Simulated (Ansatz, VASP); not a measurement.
**IrO: VASP beside Ansatz**

The input INCAR:

```
SYSTEM = IrO
ALGO     = Normal         ! electronic algorithm
EDIFF    = 1E-6           ! SCF threshold, eV
ENCUT    = 520            ! plane-wave cutoff, eV
GGA      = PE             ! functional
ISIF     = 2              ! what is computed and relaxed
ISMEAR   = 0              ! smearing method
LASPH    = .True.         ! aspherical terms in the spheres
LCHARG   = .False.        ! write CHGCAR
LREAL    = .False.        ! projectors in reciprocal space
LWAVE    = .False.        ! write WAVECAR
NBANDS   = 14             ! bands
NELM     = 60             ! most SCF steps
PREC     = Accurate       ! precision mode
SIGMA    = 0.1            ! smearing width, eV
```

File KPOINTS:

```
k-points
0
Gamma
  16 16 16
  0 0 0
```

Contents of POSCAR:

```
IrO
1.0
    0.0000000000      2.4765534208      2.4765534208
    2.4765534208      0.0000000000      2.4765534208
    2.4765534208      2.4765534208      0.0000000000
Ir O
1 1
Direct
    0.0000000000      0.0000000000      0.0000000000
    0.2500000000      0.2500000000      0.2500000000
```

Input for Ansatz:

```yaml
crystal:
  lattice:
    - [0.0, 2.4765534201, 2.4765534201]
    - [2.4765534201, 0.0, 2.4765534201]
    - [2.4765534201, 2.4765534201, 0.0]
  atoms:
    - { symbol: Ir, position: [0.0, 0.0, 0.0] }
    - { symbol: O, position: [0.25, 0.25, 0.25] }
basis:
  ecutwfc: 420
kpoints:
  mp_grid: { grid: [16, 16, 16] }
hamiltonian:
  xc: pbe
scf:
  occupations: { method: gaussian, width: 0.1 }
output:
  forces: true
  stress: true
  eigenvalues: true
```

Alike in both runs: task single point; functional PBE; k mesh 16 × 16 × 16; occupations gaussian, width 0.1 eV; no spin polarisation.

|  | VASP | Ansatz |
| --- | --- | --- |
| version | VASP 6.6.1 | Ansatz 0.2.0 |
| potentials or method | VASP PAW PBE potentials, release 64 (Ir, O) | scalar-relativistic, plane waves, PAW |
| plane-wave cutoff (eV) | 520 | 420 |
| valence electrons in the cell | 15 | 23 |

Ansatz gave:

```
gap on the k mesh at the Fermi level (eV) : none
pressure (GPa)                            : -15.3
```

Problem. Which values does VASP return?

Solution. gap on the k mesh at the Fermi level (eV): none; pressure (GPa): -14.8.

A gap of «none» marks a metal or a gap that the smearing closes. The two sets of potentials don't hold the same shells in valence.

Caveats: an odd number of electrons without spin polarisation forces a metal; a magnetic or distorted state may lie lower. Spin-orbit coupling is left out, which matters for the levels of Ir.
